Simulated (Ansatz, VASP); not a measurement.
**Two plane-wave programs on Au**

File INCAR:

```
SYSTEM = Au
PREC = Accurate ; ENCUT = 520
EDIFF = 1E-7 ; ISMEAR = -1
SIGMA = 0.05 ; LREAL = .False.
LASPH = .True. ; NELM = 60
ALGO = Normal ; ISIF = 2
LWAVE = .False. ; LCHARG = .False.
GGA = PS ; NBANDS = 12
```

File KPOINTS:

```
Automatic mesh
0
Gamma
  11 11 11
  0 0 0
```

Contents of POSCAR:

```
Au
1.0
    0.0000000000      2.0617793868      2.0617793868
    2.0617793868      0.0000000000      2.0617793868
    2.0617793868      2.0617793868      0.0000000000
Au
1
Direct
    0.0000000000      0.0000000000      0.0000000000
```

The input input.yaml:

```yaml
crystal:
  lattice:
    - [0.0, 2.0617793868, 2.0617793868]
    - [2.0617793868, 0.0, 2.0617793868]
    - [2.0617793868, 2.0617793868, 0.0]
  atoms:
    - { symbol: Au, position: [0.0, 0.0, 0.0] }
hamiltonian:
  xc: pbesol
  pseudopotentials: { kind: paw }
kpoints:
  mp_grid: { grid: [11, 11, 11] }
scf:
  occupations: { method: fermi_dirac, width: 0.05 }
output:
  forces: true
  stress: true
  eigenvalues: true
```

Change from the starting cell: volume scaled by 1.04.

Alike in both runs: task single point; functional PBEsol; k mesh 11 × 11 × 11; occupations fermi-dirac, width 0.05 eV; no spin polarisation.

|  | VASP | Ansatz |
| --- | --- | --- |
| version | VASP 6.6.1 | Ansatz 0.2.0 |
| potentials or method | VASP PAW PBE potentials, release 64 (Au) | Ansatz PAW |
| plane-wave cutoff (eV) | 520 | 420 |
| valence electrons in the cell | 11 | 19 |

|  | VASP | Ansatz | Ansatz less VASP |
| --- | --- | --- | --- |
| gap on the k mesh at the Fermi level (eV) | none | none | - |
| pressure (GPa) | -5.1 | -4.8 | +0.27 |

A gap of «none» marks a metal or a gap that the smearing closes. The two sets of potentials don't hold the same shells in valence.

Caveats: the PAW data sets were made with another functional, which shifts forces and pressure a little (VASP); the PAW data sets come from PBE, with cores solved anew for the run's functional, which leaves a small shift of forces and pressure (Ansatz). Spin-orbit coupling is left out, which matters for the levels of Au.
